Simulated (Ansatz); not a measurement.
# AlN (wurtzite): the cost of one run

Method: DFT PBEsol, scalar-relativistic, plane waves, PAW, in Ansatz 0.2.0.

### Step 1. Starting point

Symmetry: P6_3mc, No. 186, hexagonal system. Conventional cell: a = 3.068 Å, b = 3.068 Å, c = 4.913 Å, α = 90.00°, β = 90.00°, γ = 120.00°. Al (site symmetry 3m) has 4 N at 1.86 to 1.88 Å as nearest neighbours. Around N (site symmetry 3m) lie 4 Al at 1.86 to 1.88 Å.

As a file:

```
Al N
1.0
     3.06797    0.00000    0.00000
    -1.53398    2.65694    0.00000
     0.00000    0.00000    4.91269
Al N
2 2
Direct
  0.33333 0.66667 0.00000
  0.66667 0.33333 0.50000
  0.33333 0.66667 0.38200
  0.66667 0.33333 0.88200
```

### Step 2. Relaxing cell and atoms: AlN (wurtzite), no spin, 10 GPa, volume × 0.96

input.yaml reads:

```yaml
crystal:
  lattice:
    - [3.0679678205, 0.0, 0.0]
    - [-1.5339839102, 2.6569380705, 0.0]
    - [0.0, 0.0, 4.9126944521]
  atoms:
    - { symbol: Al, position: [0.3333333333, 0.6666666667, 0.0] }
    - { symbol: Al, position: [0.6666666667, 0.3333333333, 0.5] }
    - { symbol: "N", position: [0.3333333333, 0.6666666667, 0.382] }
    - { symbol: "N", position: [0.6666666667, 0.3333333333, 0.882] }
scf:
  occupations: { method: fixed }
output:
  forces: true
  stress: true
  eigenvalues: true
  write_density: true
  write_potential: true
  elf: true
  volumetric_format: npy
hamiltonian:
  xc: pbesol
basis:
  ecutwfc: 520
kpoints:
  mp_grid: { grid: [9, 9, 6] }
relax:
  f_tol: 0.001
  max_steps: 60
  cell: { stress_tol: 0.01, p_target: 10 }
```

Command:

```bash
ansatz run input.yaml --threads 2 --pin off --max-ram 6144MiB --backend cpu --events-out ev --progress --plain --runs-dir out
```

What time and memory should one allow on 2 threads of Intel Xeon Platinum 8259CL at 2.50GHz (Skylake/Cascade Lake), shared host?

About 14 s, with a peak of 0.49 GiB.
